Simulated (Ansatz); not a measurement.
Computed with DFT PBE, scalar-relativistic, plane waves, PAW in Ansatz 0.2.0. All cells share a 420 eV cutoff and Γ-centred k meshes spaced at most about 0.3 Å⁻¹ (about 0.25 or finer for metals, 2π included). Spin is collinear in cells that carry moments; the others ran without spin or lost their moments.

All energies are static (0 K, no zero-point motion).

Question: Order these relaxed structures of Ti4B by energy, lowest first, with the energy over the lowest of them.
1.
(parallel moments up to 0.8 μB)
```xyz
5
Lattice="4.3691 0.0000 0.0000 -2.1845 3.7837 0.0000 0.0000 0.0000 5.1584" Properties=species:S:1:pos:R:3 pbc="T T T"
Ti    0.0000    2.5225    2.5792
Ti    2.1845    1.2612    2.5792
Ti    0.0000    2.5225    0.0000
Ti    2.1845    1.2612    0.0000
B     0.0000    0.0000    2.5792
```

2.
(no moments)
```xyz
5
Lattice="4.3919 0.0000 0.0000 0.0000 4.3919 0.0000 0.0000 0.0000 4.3919" Properties=species:S:1:pos:R:3 pbc="T T T"
Ti    1.1854    1.1854    1.1854
Ti    3.2065    3.2065    1.1854
Ti    1.1854    3.2065    3.2065
Ti    3.2065    1.1854    3.2065
B     0.0000    0.0000    0.0000
```

Answer: 2 (0 meV/atom), 1 (528 meV/atom). Forms: cell 2 P-43m; cell 1 P6/mmm. Counting Ti atoms around B (those within 1.25 times the shortest such distance or 1.15 times the sum of covalent radii): cell 2 has B 4; cell 1 has B 6. Both come from invented guesses. The lowest form computed isn't among them: it has space group Im-3m (No. 229), 15.8 Å³/atom and lies 228 meV/atom below the best shown. Even the lowest of the cells shown lies +0.47 eV/atom against the elements.

Another magnetic order may lie lower. Cells relaxed within their symmetry can be saddle points. Some structure types and database cells were kept out of the candidates from the start, so a known form may be missing.
